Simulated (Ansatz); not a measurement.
Zincblende ZnS, relaxed with r2SCAN in Ansatz: space group F-43m (No. 216), cubic; a = 5.388 Å in the conventional setting, 19.55 Å³ an atom. Zn is surrounded by 4 S at 2.33 Å; S is surrounded by 4 Zn at 2.33 Å. It was then strained (isotropic on every length). Unstrained, HSE06 gives 3.378 eV (Γ, 6×6×6 mesh), and the band edges keep their places in every row. Stress is positive in compression. Spin-unpolarised throughout; all numbers are computed.

| strain (%) | ln(V/V₀) | ΔE_g, HSE06 (eV) | Δpressure, r2SCAN (GPa) |
| --- | --- | --- | --- |
| -4.0 | -0.1225 | +0.589 | +12.60 |
| -3.0 | -0.0914 | +0.439 | +8.78 |
| -2.72 | -0.0827 | +0.397 | +7.80 |
| -1.0 | -0.0302 | +0.144 | +2.54 |
| +3.0 | +0.0887 | -0.417 | -5.77 |
| +4.0 | +0.1177 | -0.552 | -7.18 |

Question: Fit ΔE_g = a x + b x² to these rows by least squares, with x = ln(V/V₀).

Answer: The normal equations take Σx² = 5.283e-02, Σx³ = -8.666e-04, Σx⁴ = 5.964e-04, ΣxΔE = -2.514e-01 and Σx²ΔE = 4.425e-03, and give a = -4.75 eV, b = +0.5 eV; the largest residual is 0.001 eV. a is the volume deformation potential of this gap.

Question: Fit the change of pressure in the same way.

Answer: Δpressure = -80.9 x + (173) x² GPa. So B₀ = 80.9 GPa and B′ ≈ 2 × 173/80.9 = 4.3; two terms over so wide a range bias B₀ by a few per cent and B′ by more; the gap's pressure coefficient at zero is −a/B₀ = +59 meV/GPa, with HSE06's a and r2SCAN's B₀.

Question: Predict the withheld row at -3.38 % (x = -0.1032).

Answer: ΔE_g ≈ -4.75 × (-0.1032) + (0.5) × (-0.1032)² = +0.496 eV, and Δpressure ≈ +10.19 GPa. The runs give +0.496 eV and +10.17 GPa, off by 0.000 eV and -0.02 GPa.

The meshes of the hybrids are coarse, so their gaps aren't converged to the digits shown.
